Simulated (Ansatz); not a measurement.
Reaction (hydrogen abstraction from the Si–H bond): `S[SiH](Cl)Cl` + `F[C](F)F`• → `S[Si](Cl)Cl`• + `FC(F)F`

Gas-phase electronic energies from Ansatz, PBE0-D4/def2-TZVP geometries. CCSD(T)/CBS adds triple-zeta CCSD(T) − MP2 to the extrapolated MP2 energy (def2 sets, frozen cores). This one scheme is used for every species. Functionals use def2-TZVPP. No spin–orbit coupling; open shells (•) take unrestricted orbitals. Each species was taken in one conformer, which may not be the lowest.

```csv
species,B2PLYP energy (Eh)
`S[SiH](Cl)Cl`,-1608.96726
`F[C](F)F`•,-337.52910
`S[Si](Cl)Cl`•,-1608.32161
`FC(F)F`,-338.20419
```

Q: Work out ΔE.

A: ΔE = (-1608.32161) + (-338.20419) − (-1608.96726) − (-337.52910) = -0.02944 Eh = -18.5 kcal/mol. CCSD(T)/CBS gives -18.6 kcal/mol.

Largest T1 diagnostic among the species: 0.014.

At CCSD(T), def2-SVP lies +1.1 kcal/mol from the extrapolated value and def2-TZVPP +0.1 kcal/mol. From PBE to PBE0 (25 % exact exchange), in def2-TZVPP and without D4, ΔE moves by +1.3 kcal/mol. Leaving LDA and LC-ωPBE aside and taking each functional with its dispersion term where it has one, the values, not all of them listed here, spread over 3.6 kcal/mol, from PBE-D4 to ωB97X-V. LDA lies −1.9 kcal/mol from PBE without D4.
